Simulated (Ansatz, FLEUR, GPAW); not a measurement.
## CdTe: 4 runs at one level of theory

```
Te Cd
1.0
     0.00000    3.20500    3.20500
     3.20500    0.00000    3.20500
     3.20500    3.20500    0.00000
Te Cd
1 1
Direct
  0.75000 0.75000 0.75000
  0.00000 0.00000 0.00000
```

Alike in all runs: task band structure; functional RPBE; k mesh 7 × 7 × 7; occupations fermi-dirac, width 0.05 eV; no spin polarisation; no spin-orbit coupling. Pressure is positive in compression and, in plane waves, holds the error of the finite cutoff, which Ansatz's Pulay term estimates and takes out. Gaps are the smaller of the mesh's and the band path's.

```csv
program and potentials,plane-wave cutoff (eV),notes,band gap (eV),pressure (GPa)
"Ansatz, Ansatz PAW",420,"potentials made for PBE, which Ansatz adapts in part; 18 valence electrons an atom on average; Pulay term of +0.04 GPa included",1.03,5.99
"GPAW, the program's PAW data sets (release 1.2.1) made for this functional",600,9 valence electrons an atom on average,1.02,5.58
"Ansatz, all-electron LAPW, scalar-relativistic",-,-,?,?
"FLEUR, all-electron, FLAPW",-,-,1.24,-
```

Estimate from the other rows what the run with Ansatz, all-electron LAPW, scalar-relativistic gave.

Band gap 1.03 eV; pressure 6.01 GPa. The other rows, which needn't bracket it: band gap 1.02 to 1.24; pressure 5.58 to 5.99.
